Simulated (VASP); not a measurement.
Write the native input for VASP 6.6.1 that does the following.

```yaml
Task: single point
Functional: PBE
Dispersion: D3(BJ)
Potentials_or_basis: VASP PAW PBE potentials, release 64 (In_d, P)
Cutoff: 520 eV
k_mesh: 18 × 18 × 18
Occupations: gaussian, width 0.1 eV
Spin: no spin polarisation
Dipole_correction: no
Further_INCAR_settings: ALGO = Fast; EDIFF = 1e-07; NBANDS = 16
```

The structure of InP lies in POSCAR:

```
InP
1.0
    0.0000000000      2.7343567290      2.7343567290
    2.7343567290      0.0000000000      2.7343567290
    2.7343567290      2.7343567290      0.0000000000
In P
1 1
Direct
    0.0000000000      0.0000000000      0.0000000000
    0.5000000000      0.5000000000      0.5000000000
```

Measurements of this composition are mostly on another form, of space group No. 216.

One way to write it, as run:

INCAR

```
SYSTEM = InP
PREC = Accurate
ENCUT = 520
EDIFF = 1E-7
ISMEAR = 0
SIGMA = 0.1
LREAL = .False.
LASPH = .True.
NELM = 100
ALGO = Fast
ISIF = 2
LWAVE = .False.
LCHARG = .True.
GGA = PE
IVDW = 12
LELF = .True.
LVHAR = .True.
NBANDS = 16
```

KPOINTS

```
Automatic mesh
0
Gamma
  18 18 18
  0 0 0
```

Potentials or basis: VASP PAW PBE potentials, release 64 (In_d, P).

The run is started by

```console
$ cat potpaw_PBE.64/In_d/POTCAR potpaw_PBE.64/P/POTCAR > POTCAR
$ mpirun -np 1 vasp_std > vasp.out
```

Results of the run:

The pressure is 0.0 GPa. The band gap on the k mesh is none (metal or under the smearing width) and the dispersion energy per atom is -0.390 eV.

Caveat: pairwise dispersion overbinds metals, which lowers pressure and volume.

Wall time 2.1 min on 1 thread of Intel(R) Xeon(R) Platinum 8488C (Sapphire Rapids), with other jobs on the host, peak memory 0.26 GiB.
